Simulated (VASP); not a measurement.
# H14CO8 in VASP: further runs

The runs below take H14CO8 through single point, with LDA.

Program: VASP 6.6.1. These are calculated values, not measurements. Logs are shortened: lines on timing, memory, paths and dates and some standing lists are left out, and cuts for length are marked.

## 1. Starting point

The cell holds a amorphous, 23 atoms: a = 6.240 Å, b = 6.240 Å, c = 6.240 Å, α = 90.00°, β = 90.00°, γ = 90.00°.

The cell was built by a generator and needn't be a form met in nature.

## 2. Single point, LDA

The input, INCAR:

```
SYSTEM = H14CO8
  ALGO = Fast
  EDIFF = 1E-7
  ENCUT = 520
  ISIF = 2
  ISMEAR = -1
  LASPH = .TRUE.
  LCHARG = .FALSE.
  LREAL = Auto
  LWAVE = .FALSE.
  NBANDS = 50
  NELM = 100
  PREC = Accurate
  SIGMA = 0.05
```

The input, KPOINTS:

```
k-points
0
G
  1 1 1
  0 0 0
```

The input, POSCAR:

```
H14CO8
1.0
    6.2402510000      0.0000000000      0.0000000000
    0.0000000000      6.2402510000      0.0000000000
    0.0000000000      0.0000000000      6.2402510000
O H C
8 14 1
Direct
    0.7400183102      0.8619364830      0.4470813754
    0.3366691500      0.5397859798      0.3569728205
    0.0435078653      0.8054643956      0.1980529309
    0.6913984710      0.4411361017      0.6080684896
    0.1715796368      0.9686309092      0.7515883576
    0.0742918835      0.1902968326      0.4442930260
    0.4897879909      0.9585351615      0.1397860439
    0.6204878618      0.6809661983     -0.0346780923
    0.8946114507      0.8415206376      0.3204198036
    0.7264771882      0.7113015166      0.5006208885
    0.4375945775      0.5164055100      0.2287407990
    0.2694282650      0.3901445631      0.3922117876
    0.1472857422      0.7054684179      0.2663033907
    0.0879291554      0.9583588865      0.2297022988
    0.6712069755      0.5255237329      0.7428707595
    0.5711148478      0.4956050646      0.5318696315
    0.3007411080      1.0314328702      0.8214252920
    0.0896438300      0.8922878262      0.8699650062
   -0.0616802113      0.2607587419      0.4505267496
    0.0814390319      0.1267416968      0.5964663921
    0.6089017894      0.8615839331      0.3458674980
    0.5963862672      0.9883096049     -0.1610351891
    0.5614517749      0.8740033053     -0.0295821434
```

Potentials or basis: VASP PAW LDA potentials, release 64 (O, H, C).

Launch:

```
$ cat potpaw_LDA.64/O/POTCAR potpaw_LDA.64/H/POTCAR potpaw_LDA.64/C/POTCAR > POTCAR
$ mpirun -np 1 vasp_gam > vasp.out
```

OUTCAR:

```text
SYSTEM = H14CO8
   EDIFF = 1E-7
   ENCUT = 520
   ISIF = 2
   ISMEAR = -1
   LASPH = .TRUE.
   LREAL = Auto
   NELM = 100
   PREC = Accurate

 ion  position               nearest neighbor table
   1  0.740  0.862  0.447-  10 1.00  21 1.03   9 1.25
   2  0.337  0.540  0.357-  11 1.03  12 1.05
   3  0.044  0.805  0.198-  13 1.00  14 1.01   9 1.22
   4  0.691  0.441  0.608-  16 0.95  15 1.00
   5  0.172  0.969  0.752-  17 1.00  18 1.02
   6  0.074  0.190  0.444-  19 0.96  20 1.03
   7  0.490  0.959  0.140-  23 1.26
   8  0.620  0.681  0.965-  23 1.26
   9  0.895  0.842  0.320-   3 1.22   1 1.25
  10  0.726  0.711  0.501-   1 1.00
  11  0.438  0.516  0.229-   2 1.03
  12  0.269  0.390  0.392-   2 1.05
  13  0.147  0.705  0.266-   3 1.00
  14  0.088  0.958  0.230-   3 1.01
  15  0.671  0.526  0.743-   4 1.00
  16  0.571  0.496  0.532-   4 0.95
  17  0.301  0.031  0.821-   5 1.00
  18  0.090  0.892  0.870-   5 1.02
  19  0.938  0.261  0.451-   6 0.96
  20  0.081  0.127  0.596-   6 1.03
  21  0.609  0.862  0.346-   1 1.03
  22  0.596  0.988  0.839-  23 1.11
  23  0.561  0.874  0.970-  22 1.11   8 1.26   7 1.26

  LATTYP: Found a simple cubic cell.
 ALAT       =     6.2402510000

  Lattice vectors:

 A1 = (   6.2402510000,   0.0000000000,   0.0000000000)
 A2 = (   0.0000000000,   6.2402510000,   0.0000000000)
 A3 = (   0.0000000000,   0.0000000000,   6.2402510000)

Analysis of symmetry for initial positions (statically):
=====================================================================
 Subroutine PRICEL returns:
 Original cell was already a primitive cell.

 Routine SETGRP: Setting up the symmetry group for a
 simple cubic supercell.

 Subroutine GETGRP returns: Found  1 space group operations
 (whereof  1 operations were pure point group operations)
 out of a pool of 48 trial point group operations.

The static configuration has the point symmetry C_1 .

Analysis of symmetry for dynamics (positions and initial velocities):
=====================================================================
 Subroutine PRICEL returns:
 Original cell was already a primitive cell.

 Routine SETGRP: Setting up the symmetry group for a
 simple cubic supercell.

 Subroutine GETGRP returns: Found  1 space group operations
 (whereof  1 operations were pure point group operations)
 out of a pool of 48 trial point group operations.
[... 122 lines left out ...]
   NSW    =      0    number of steps for IOM
   IBRION =     -1    ionic relax: 0-MD 1-quasi-New 2-CG
   NFREE  =      0    steps in history (QN), initial steepest desc. (CG)
   ISIF   =      2    stress and relaxation
   ISYM   =      2    0-nonsym 1-usesym 2-fastsym
   POTIM  = 0.5000    time-step for ionic-motion
   TEBEG  =    0.0;   TEEND  =   0.0 temperature during run
   PSTRESS=    0.0 pullay stress
   NELECT =      66.0000    total number of electrons
   NUPDOWN=      -1.0000    fix difference up-down
   EMIN   =  10.00;   EMAX   =-10.00  energy-range for DOS
   EFERMI =   0.00;   METHOD = LEGACY
   ISMEAR =    -1;   SIGMA  =   0.05  broadening in eV -4-tet -1-fermi 0-gaus
   EFERMI_NEDOS =   21; number of points for ismear=-14 and -15
   IALGO  =     68    algorithm
   IMIX   =      4    mixing-type and parameters
     AMIX     =   0.40;   BMIX     =  1.00
     AMIX_MAG =   1.60;   BMIX_MAG =  1.00
  volume/ion in A,a.u.               =      10.57        71.30
  Fermi-wavevector in a.u.,A,eV,Ry     =   1.060199  2.003486 15.293249  1.124022
  Thomas-Fermi vector in A             =   2.195572
   LORBIT       =      0    0 simple, 1 ext, 2 COOP (PROOUT), +10 PAW based schemes
   GGA     = CA    functional components
   LHFCALC =     F    Hartree Fock is set to
   AEXX    =    0.0000 exact exchange contribution
   IVDW    =     0    specifies the selected vdW correction
   LEPSILON=     F    determine dielectric tensor
   LRPA    =     F    only Hartree local field effects (RPA)
 non-spin polarized calculation
 RMM-DIIS sequential band-by-band and
  energy-cutoff  :      520.00
  volume of cell :      243.00
 maximum number of plane-waves:      3310
 NGX is ok and might be reduce to    48
   NGX = 23   NGY = 23   NGZ = 23

 number of electron      65.9999998 magnetization

 Free energy of the ion-electron system (eV)
  ---------------------------------------------------
  ext. energy  EPLUGINS =         0.00000000
  ---------------------------------------------------
  free energy    TOTEN  =      -125.33819228 eV

  energy without entropy =     -125.33819228  energy(sigma->0) =     -125.33819228

 E-fermi :  -1.8353     XC(G=0):  -7.2923

 val. band max:       -3.0849936024   @ k =   0.0000   0.0000   0.0000
 cond. band min:       1.2800183795   @ k =   0.0000   0.0000   0.0000
 fundamental gap:      4.3650119819
 Fermi energy:        -1.8352894520

 k-point     1 :       0.0000    0.0000    0.0000
  band No.  band energies     occupation
      1     -23.6247      2.00000
      2     -23.1823      2.00000
      3     -22.5265      2.00000
      4     -22.3295      2.00000
      5     -21.9510      2.00000
      6     -21.5389      2.00000
[... 37 lines left out ...]
     44       6.7734      0.00000
     45       7.3020      0.00000
 [bands above 45 left out]

------------------------ aborting loop because EDIFF is reached ----------------------------------------

  FORCE on cell =-STRESS in cart. coord.  units (eV):
  Direction    XX          YY          ZZ          XY          YZ          ZX
  --------------------------------------------------------------------------------------
  -------------------------------------------------------------------------------------
  Total       -0.5980866     -4.0130165     -2.5864330     -1.9350231     -1.4302429      4.0667936
  in kB       -3.9433790    -26.4591172    -17.0531901    -12.7582339     -9.4300547     26.8136870
  external PRESSURE =     -15.8185621 kB  Pullay stress =       0.0000000 kB

 VOLUME and BASIS-vectors are now :
 -----------------------------------------------------------------------------
  energy-cutoff  :      520.00
  volume of cell :      243.00
      direct lattice vectors                 reciprocal lattice vectors
     6.240251000  0.000000000  0.000000000     0.160249964  0.000000000  0.000000000
     0.000000000  6.240251000  0.000000000     0.000000000  0.160249964  0.000000000
     0.000000000  0.000000000  6.240251000     0.000000000  0.000000000  0.160249964

 POSITION                                       TOTAL-FORCE (eV/Angst)
 -----------------------------------------------------------------------------------
      4.61790      5.37870      2.78990        -0.013049     -0.776196     -0.656426
      2.10090      3.36840      2.22760         0.516975     -1.375856     -0.991027
      0.27150      5.02630      1.23590        -1.160470      1.895465     -0.114146
      4.31450      2.75280      3.79450         1.472380      0.206449      0.715107
      1.07070      6.04450      4.69010        -0.245653     -0.412544      1.599774
      0.46360      1.18750      2.77250         1.042194     -0.133151     -0.112600
[... 15 lines left out ...]
      3.72160      6.16730      5.23535         0.053620      0.012724     -0.914234
      3.50360      5.45400      6.05565         0.708909     -1.125924      2.021209
 -----------------------------------------------------------------------------------
    total drift:                               -0.002890     -0.002216      0.011151

  FREE ENERGIE OF THE ION-ELECTRON SYSTEM (eV)
  ---------------------------------------------------
  free  energy   TOTEN  =      -125.3381922770 eV

  energy  without entropy=     -125.3381922770  energy(sigma->0) =     -125.33819228
```

OSZICAR:

```text
N       E                     dE             d eps       ncg     rms          rms(c)
DAV:   1     0.552946173030E+03    0.55295E+03   -0.35722E+04   100   0.122E+03
DAV:   2    -0.817823221969E+02   -0.63473E+03   -0.60652E+03   142   0.305E+02
DAV:   3    -0.135652466898E+03   -0.53870E+02   -0.53463E+02   120   0.964E+01
DAV:   4    -0.136507046488E+03   -0.85458E+00   -0.85211E+00   128   0.136E+01
DAV:   5    -0.136520241957E+03   -0.13195E-01   -0.13191E-01   120   0.168E+00    0.202E+01
RMM:   6    -0.125937599197E+03    0.10583E+02   -0.28612E+01   117   0.206E+01    0.740E+00
RMM:   7    -0.125545916479E+03    0.39168E+00   -0.29008E+00   131   0.622E+00    0.468E+00
RMM:   8    -0.125335803049E+03    0.21011E+00   -0.57294E-01   133   0.346E+00    0.719E-01
RMM:   9    -0.125331583300E+03    0.42197E-02   -0.10565E-01   132   0.117E+00    0.283E-01
RMM:  10    -0.125335871367E+03   -0.42881E-02   -0.25341E-02   130   0.572E-01    0.156E-01
RMM:  11    -0.125337275455E+03   -0.14041E-02   -0.62265E-03   134   0.263E-01    0.633E-02
RMM:  12    -0.125338116551E+03   -0.84110E-03   -0.11573E-03   128   0.134E-01    0.506E-02
RMM:  13    -0.125338152959E+03   -0.36409E-04   -0.53869E-04   129   0.809E-02    0.135E-02
RMM:  14    -0.125338186913E+03   -0.33954E-04   -0.81121E-05   132   0.321E-02    0.342E-03
RMM:  15    -0.125338191571E+03   -0.46580E-05   -0.33191E-05   139   0.159E-02    0.326E-03
RMM:  16    -0.125338191993E+03   -0.42116E-06   -0.33301E-06   134   0.627E-03    0.152E-03
RMM:  17    -0.125338192231E+03   -0.23839E-06   -0.99031E-07   124   0.381E-03    0.974E-04
RMM:  18    -0.125338192277E+03   -0.46050E-07   -0.23811E-07   107   0.175E-03
   1 F= -.12533819E+03 E0= -.12533819E+03  d E =-.363443E-10
```

Run time: 16 s. Hardware: 1 thread of Intel Xeon Platinum 8559C (Emerald Rapids), shared host; peak memory 0.23 GiB.

What came out:

```
Free energy            : -125.3382 eV
Pressure               : -1.6 GPa
Largest force          : 2.583 eV/Å
Band gap on the k mesh : 4.37 eV, direct
```

Forces in eV/Å, atoms in the order of the input:
```
O   -0.013 -0.776 -0.656
O    0.517 -1.376 -0.991
O   -1.160  1.895 -0.114
O    1.472  0.206  0.715
O   -0.246 -0.413  1.600
O    1.042 -0.133 -0.113
O   -0.461  0.456 -0.095
O   -0.183  0.049 -0.912
H   -0.738 -0.741  0.348
H    0.604 -0.199  0.604
H   -0.962  0.446  0.857
H   -0.010  0.929 -0.272
H    1.176 -0.668  0.471
H    0.827 -0.216  0.142
H    0.353  0.016  0.895
H   -2.163 -0.103 -1.407
H   -0.628 -0.341 -0.121
H    0.727  0.559 -0.773
H   -1.409  0.969 -0.125
H    0.537 -0.457 -0.618
H   -0.044  1.011 -0.541
H    0.054  0.013 -0.914
C    0.709 -1.126  2.021
```

Levels at points of the mesh, in eV from the valence-band top:
```
           k point  band 29  band 30  band 31  band 32  band 33  band 34  band 35  band 36  band 37  band 38
(0.00, 0.00, 0.00)    -1.21    -1.14    -0.65    -0.37     0.00     4.37     5.21     7.19     7.53     7.87
```

Expect the measured gap to be larger: semilocal functionals such as LDA lack the derivative discontinuity.

## 3. Single point, LDA

The input, INCAR:

```
PREC = Accurate ; ENCUT = 520
EDIFF = 1E-6 ; ISMEAR = -1
SIGMA = 0.05 ; LREAL = Auto
LASPH = T ; NELM = 100
ALGO = Fast ; ISIF = 2
LWAVE = F ; LCHARG = T
LELF = T ; LVHAR = T
NBANDS = 50
```

The input, KPOINTS:

```
regular mesh
0
Gamma
  1 1 1
```

The input, POSCAR:

```
H14CO8
1.0
    6.2402510000      0.0000000000      0.0000000000
    0.0000000000      6.2402510000      0.0000000000
    0.0000000000      0.0000000000      6.2402510000
O H C
8 14 1
Direct
    0.7260925883      0.8622249329      0.4397739770
    0.3429509486      0.5196425592      0.3567805205
    0.0730419337      0.8069547203      0.2578742426
    0.6938823454      0.4906853907      0.6425863319
    0.1706822370      1.0035333515      0.8283641155
    0.0709907342      0.2116421279      0.4303673041
    0.5180881346      0.9757299827      0.1399783438
    0.6114657888      0.6511917549      0.0038780491
    0.8743718802      0.8382194883      0.3644404688
    0.6959175200      0.7148430408      0.5052681375
    0.4382035274      0.5645926742      0.2287568240
    0.2631624914      0.3890708883      0.3361723751
    0.1593525645      0.6898600713      0.3130162553
    0.1387924941      0.9457632393      0.2831296369
    0.6584030033      0.5724929975      0.7758982772
    0.5588397005      0.4533311240      0.5819797954
    0.2329713981      1.0315450452      0.9664034347
    0.0752854332      0.8932493260      0.8824805284
   -0.0541324379      0.2982892836      0.4037818351
    0.0892912801      0.1785024352      0.5877648191
    0.6036135405      0.8999477745      0.3052120820
    0.5683264984      0.9384398160     -0.1584231147
    0.5632145245      0.8454788117     -0.0106245726
```

Potentials or basis: VASP PAW LDA potentials, release 64 (O, H, C).

Launch:

```
$ cat potpaw_LDA.64/O/POTCAR potpaw_LDA.64/H/POTCAR potpaw_LDA.64/C/POTCAR > POTCAR
$ mpirun -np 1 vasp_gam > vasp.out
```

OUTCAR:

```text
PREC = Accurate
   ENCUT = 520
   EDIFF = 1E-6
   ISMEAR = -1
   LREAL = Auto
   LASPH = T
   NELM = 100
   ISIF = 2

 ion  position               nearest neighbor table
   1  0.726  0.862  0.440-  10 1.02   9 1.05  21 1.16
   2  0.343  0.520  0.357-  12 0.96  11 1.03
   3  0.073  0.807  0.258-  13 0.97  14 0.97   9 1.42
   4  0.694  0.491  0.643-  16 0.95  15 1.00
   5  0.171  0.004  0.828-  17 0.96  18 0.97
   6  0.071  0.212  0.430-  19 0.96  20 1.01
   7  0.518  0.976  0.140-  21 1.25  23 1.27
   8  0.611  0.651  0.004-  23 1.25
   9  0.874  0.838  0.364-   1 1.05   3 1.42
  10  0.696  0.715  0.505-   1 1.02
  11  0.438  0.565  0.229-   2 1.03
  12  0.263  0.389  0.336-   2 0.96
  13  0.159  0.690  0.313-   3 0.97
  14  0.139  0.946  0.283-   3 0.97
  15  0.658  0.572  0.776-   4 1.00
  16  0.559  0.453  0.582-   4 0.95
  17  0.233  0.032  0.966-   5 0.96
  18  0.075  0.893  0.882-   5 0.97
  19  0.946  0.298  0.404-   6 0.96
  20  0.089  0.179  0.588-   6 1.01
  21  0.604  0.900  0.305-   1 1.16   7 1.25
  22  0.568  0.938  0.842-  23 1.09
  23  0.563  0.845  0.989-  22 1.09   8 1.25   7 1.27

[... 209 lines left out ...]

 k-point     1 :       0.0000    0.0000    0.0000
  band No.  band energies     occupation
      1     -24.2619      2.00000
      2     -22.7241      2.00000
      3     -22.3707      2.00000
      4     -22.2623      2.00000
      5     -21.9662      2.00000
      6     -21.8471      2.00000
[... 37 lines left out ...]
     44       6.8592      0.00000
     45       7.2338      0.00000
 [bands above 45 left out]

------------------------ aborting loop because EDIFF is reached ----------------------------------------

  FORCE on cell =-STRESS in cart. coord.  units (eV):
  Direction    XX          YY          ZZ          XY          YZ          ZX
  --------------------------------------------------------------------------------------
  -------------------------------------------------------------------------------------
  Total        3.2261013      1.7908063      1.5184396      1.2759070      2.2569828      2.0140502
  in kB       21.2707308     11.8073662     10.0115640      8.4124677     14.8810185     13.2792850
  external PRESSURE =      14.3632203 kB  Pullay stress =       0.0000000 kB

 VOLUME and BASIS-vectors are now :
 -----------------------------------------------------------------------------
  energy-cutoff  :      520.00
  volume of cell :      243.00
      direct lattice vectors                 reciprocal lattice vectors
     6.240251000  0.000000000  0.000000000     0.160249964  0.000000000  0.000000000
     0.000000000  6.240251000  0.000000000     0.000000000  0.160249964  0.000000000
     0.000000000  0.000000000  6.240251000     0.000000000  0.000000000  0.160249964

 POSITION                                       TOTAL-FORCE (eV/Angst)
 -----------------------------------------------------------------------------------
      4.53100      5.38050      2.74430        -0.715896     -0.377768      0.236302
      2.14010      3.24270      2.22640         1.798708      2.033537     -0.648306
      0.45580      5.03560      1.60920        -1.724513      0.906081     -1.290581
      4.33000      3.06200      4.00990         1.425862      0.599780     -0.448397
      1.06510      0.02205      5.16920        -0.409340      0.009989     -0.584646
      0.44300      1.32070      2.68560         1.168832     -0.579189      0.304827
[... 15 lines left out ...]
      3.54650      5.85610      5.25165         0.145598     -0.299630     -1.437662
      3.51460      5.27600      6.17395         0.431986      0.481826      0.073925
 -----------------------------------------------------------------------------------
    total drift:                                0.004989     -0.003758      0.003125

  FREE ENERGIE OF THE ION-ELECTRON SYSTEM (eV)
  ---------------------------------------------------
  free  energy   TOTEN  =      -125.7060836718 eV

  energy  without entropy=     -125.7060836718  energy(sigma->0) =     -125.70608367
```

OSZICAR:

```text
N       E                     dE             d eps       ncg     rms          rms(c)
DAV:   1     0.550408716047E+03    0.55041E+03   -0.35830E+04   100   0.122E+03
DAV:   2    -0.838991584490E+02   -0.63431E+03   -0.60821E+03   142   0.308E+02
DAV:   3    -0.136733717370E+03   -0.52835E+02   -0.52551E+02   120   0.954E+01
DAV:   4    -0.137594727694E+03   -0.86101E+00   -0.85893E+00   128   0.134E+01
DAV:   5    -0.137608623926E+03   -0.13896E-01   -0.13889E-01   128   0.166E+00    0.207E+01
RMM:   6    -0.126361498076E+03    0.11247E+02   -0.30940E+01   118   0.215E+01    0.754E+00
RMM:   7    -0.125939809536E+03    0.42169E+00   -0.34326E+00   132   0.682E+00    0.478E+00
RMM:   8    -0.125707634330E+03    0.23218E+00   -0.60022E-01   133   0.372E+00    0.741E-01
RMM:   9    -0.125700091363E+03    0.75430E-02   -0.97665E-02   132   0.122E+00    0.313E-01
RMM:  10    -0.125703804555E+03   -0.37132E-02   -0.31799E-02   128   0.648E-01    0.197E-01
RMM:  11    -0.125705244265E+03   -0.14397E-02   -0.54743E-03   127   0.290E-01    0.577E-02
RMM:  12    -0.125705933086E+03   -0.68882E-03   -0.16922E-03   131   0.150E-01    0.398E-02
RMM:  13    -0.125706054889E+03   -0.12180E-03   -0.59751E-04   133   0.822E-02    0.139E-02
RMM:  14    -0.125706075901E+03   -0.21012E-04   -0.91043E-05   135   0.331E-02    0.461E-03
RMM:  15    -0.125706082782E+03   -0.68804E-05   -0.23486E-05   131   0.163E-02    0.264E-03
RMM:  16    -0.125706083672E+03   -0.89013E-06   -0.63685E-06   116   0.830E-03
   1 F= -.12570608E+03 E0= -.12570608E+03  d E =-.138573E-10
```

stdout:

```text
POSCAR found type information on POSCAR O H C
 POSCAR found :  3 types and      23 ions
 scaLAPACK will be used
 LDA part: xc-table for (Slater(with rela. corr.)+CA(PZ))
 , standard interpolation
 POSCAR, INCAR and KPOINTS ok, starting setup
 FFT: planning ... GRIDC
 FFT: planning ... GRID_SOFT
 FFT: planning ... GRID
 WAVECAR not read
 entering main loop
```

Wall time 16 s (1 thread of Intel Xeon Platinum 8559C (Emerald Rapids), shared host); peak memory 0.22 GiB.

Results:

- Free energy: -125.7061 eV
- Pressure: 1.4 GPa
- Largest force: 2.791 eV/Å
- Band gap on the k mesh: 5.05 eV, direct

Forces on the atoms (eV/Å):
```
O   -0.716 -0.378  0.236
O    1.799  2.034 -0.648
O   -1.725  0.906 -1.291
O    1.426  0.600 -0.448
O   -0.409  0.010 -0.585
O    1.169 -0.579  0.305
O   -0.548 -0.680  0.563
O   -0.641  0.861  0.554
H    0.305  0.048 -0.137
H    0.137 -0.100  0.287
H   -0.622 -0.879  0.778
H   -0.668 -1.550 -0.118
H    1.494 -1.103  0.612
H    0.339  0.638  0.554
H    0.098 -0.378  0.806
H   -1.588 -0.492 -0.893
H    1.107  0.920  0.749
H   -0.808 -0.671 -0.422
H   -0.763  0.228  0.519
H   -0.351  0.075 -0.593
H    0.390  0.310  0.535
H    0.146 -0.300 -1.438
C    0.432  0.482  0.074
```

Caveat: the standard files for N, O and F lose accuracy on very short bonds.

[end of part 1 of 2]
